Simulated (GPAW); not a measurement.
GaN:

```
Ga N
1.0
     0.00000    2.25350    2.25350
     2.25350    0.00000    2.25350
     2.25350    2.25350    0.00000
Ga N
1 1
Cartesian
  0.0000 0.0000 0.0000
  1.1268 1.1268 1.1268
```

The cell is a database's computed one.

Base run:

| Quantity | Value |
| --- | --- |
| Program | GPAW 26.7.0 |
| Functional | PBE |
| Potentials or basis | GPAW PAW data sets (gpaw-data 1.2.1) |
| Cutoff | 800 eV |
| Basis | pw |
| k mesh | 10 × 10 × 10 |
| Occupations | fermi-dirac, width 0.05 eV |
| Spin | spin-orbit coupling, no magnetisation |

Its results: band gap on the k mesh 1.83 eV, direct.

The run is repeated on the same cell with these changes: functional from PBE to optB88-vdW; spin axis theta (degrees) from 54.7 to 90. What comes out?

Band gap on the k mesh 1.93 eV, direct.

Caveats: spin-orbit coupling was added after a scalar SCF, so levels and gaps hold it while energy, forces, pressure and moments don't; this program's spin-orbit splittings come out too wide for heavy elements.
